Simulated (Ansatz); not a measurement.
Crystal: EuO2, fluorite type, 3 atoms in the cell.

These are results of r²SCAN, plane waves, PAW datasets (generated soft set 1) in Ansatz, not measurements.

Cutoff 500 eV; k-mesh 11×11×11 Γ-centred; Fermi–Dirac smearing of 0.1 eV; no spin polarisation; no spin–orbit coupling.

The fit to the energies gives V₀ = 12.570 Å³/atom (a₀ = 5.323 Å), B₀ = 168 GPa, B₀′ = 4.59.

(1) What pressure does the program print at V = 11.935 Å³/atom, and how far above the lowest computed point (V = 12.688 Å³/atom) does the energy lie?

Results:

(1) 9.80 GPa and 17.92 meV/atom. All points:

```json
{"V (Å³/atom)": "11.558", "a (Å)": "5.1763", "E − E(min) (meV/atom)": "49.27", "P (GPa)": "17.06"}
{"V (Å³/atom)": "11.935", "a (Å)": "5.2319", "E − E(min) (meV/atom)": "17.92", "P (GPa)": "9.80"}
{"V (Å³/atom)": "12.311", "a (Å)": "5.2864", "E − E(min) (meV/atom)": "2.31", "P (GPa)": "3.65"}
{"V (Å³/atom)": "12.688", "a (Å)": "5.3398", "E − E(min) (meV/atom)": "0.00", "P (GPa)": "-1.54"}
{"V (Å³/atom)": "13.065", "a (Å)": "5.3922", "E − E(min) (meV/atom)": "8.93", "P (GPa)": "-5.93"}
```

The stress includes the program's correction for the finite plane-wave basis.

This cubic structure is a model: it isn't the usual form of the substance at ambient conditions, and such phases are metastable or hypothetical. The open f shell is treated without spin here, so this is a model state and not the ground state. With an open f shell the self-consistent state may not be the lowest one.
